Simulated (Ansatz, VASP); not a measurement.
Given: the input of a run of Ansatz 0.2.0 on C. 

File input.yaml:

```yaml
crystal:
  lattice:
    - [0.0, 1.78337, 1.78337]
    - [1.78337, 0.0, 1.78337]
    - [1.78337, 1.78337, 0.0]
  atoms:
    - { symbol: C, position: [0.75, 0.75, 0.75] }
    - { symbol: C, position: [0.5, 0.5, 0.5] }
kpoints:
  mp_grid: { grid: [13, 13, 13] }
scf:
  occupations: { method: gaussian, width: 0.02 }
hamiltonian:
  xc: pbe
  pseudopotentials: { kind: all_electron, lapw: { basis_error: 0.001 } }
output:
  forces: true
  stress: true
  eigenvalues: true
```

Potentials or basis: all-electron LAPW, scalar-relativistic.

Run with:

```bash
$ ansatz run input.yaml --threads 1 --pin off --max-ram 3072MiB --backend cpu --events-out ev --progress --plain --runs-dir out
```

Problem. Set up the same calculation for VASP 6.6.1. Potentials or basis there: PBE PAW files C, 520 eV.

Solution. As run (cutoffs and basis follow the program's own potentials, and thresholds, step limits or extra output files can differ):

The input INCAR:

```
ALGO = Normal ; EDIFF = 1E-6
ENCUT = 520 ; GGA = PE
ISIF = 2 ; ISMEAR = 0
LASPH = True ; LCHARG = False
LREAL = False ; LWAVE = False
NELM = 80 ; PREC = Accurate
SIGMA = 0.02
```

The input KPOINTS:

```
k-points
0
Gamma
  13 13 13
```

Contents of POSCAR:

```
C
1.0
    0.0000000000      1.7833700000      1.7833700000
    1.7833700000      0.0000000000      1.7833700000
    1.7833700000      1.7833700000      0.0000000000
C
2
Direct
    0.7500000000      0.7500000000      0.7500000000
    0.5000000000      0.5000000000      0.5000000000
```

Potentials or basis: VASP PAW PBE potentials, release 64 (C).

Launch:

```sh
$ cat potpaw_PBE.64/C/POTCAR > POTCAR
$ mpirun -np 1 vasp_std > vasp.out
```

Both were run:

|  | Ansatz | VASP |
| --- | --- | --- |
| Pressure | 1.8 GPa | 2.5 GPa |

Where Ansatz's input types no cutoff or centring, it takes its own default and a Γ-centred mesh.

Pressure is positive in compression.
